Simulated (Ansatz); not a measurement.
Space group Cmcm (No. 63). a = 2.820 Å, b = 5.034 Å, c = 4.801 Å, α = 90.00°, β = 90.00°, γ = 90.00°
```json
{"atom": "Au", "site": "4c", "symmetry": "m2m", "x": "0.0000", "y": "0.3361", "z": "0.7500"}
```

Equation of state of this Au structure (not necessarily the ground state), with shape and atoms relaxed at each volume where symmetry leaves them free. It has no gap at any of these volumes. The calculation used Ansatz 0.2.0, DFT PBEsol, scalar-relativistic, plane waves, PAW.

Cutoff 420 eV; k points 16×16×10 on the computed 2-atom cell (Γ-centred); Gaussian smearing, width 0.10 eV; no spin polarisation.

```
V (Å³/atom) E − E(largest V) (meV/atom) P (GPa)
     14.993                       102.80    31.71
     15.504                        18.89    21.25
     16.015                       -34.90    12.70
     16.527                       -63.98     5.71
     17.038                       -72.87     0.02
     17.549                       -65.29    -4.63
     18.060                       -44.34    -8.40
     18.741                         0.00   -12.29
```

**Question.** Fit a third-order Birch–Murnaghan equation to E(V).

**Answer.** V0 = 17.04 Å³/atom, B0 = 171 GPa, B0' = 5.8.

Spin-orbit coupling is left out, which matters for the bands of heavy elements.

This form isn't the element's structure at ambient conditions.